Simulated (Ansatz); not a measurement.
Take a crystal in which I has been replaced by Br on all its sites, with the cell rescaled by a rough guess (in some cases also distorted within its space group) and nothing relaxed:

```xyz
4
Lattice="3.0662 -2.1918 0.0000 3.0662 2.1918 0.0000 0.0000 0.0000 8.6700" Properties=species:S:1:pos:R:3 pbc="T T T"
Br    3.0662   -1.4674    1.0749
Br    3.0662   -0.7244    5.4098
Br    3.0662    1.4674    7.5951
Br    3.0662    0.7244    3.2601
```

Method: DFT PBEsol, scalar-relativistic, plane waves, PAW (Ansatz).

Plane waves to 420 eV, a k mesh through Γ of 8×8×4 on the computed 4-atom cell and Gaussian smearing (0.02 eV); no spin polarisation.

Task: Will this cell want to expand or contract, and how hard?

Result: The pressure is -3.6 GPa (positive in compression), so the cell would contract.

Task: Is it a metal on this mesh?

Result: No: the gap is 0.71 eV, the least direct gap 1.04 eV.

The cell holds layers, and where no dispersion correction was added their binding is poorly described.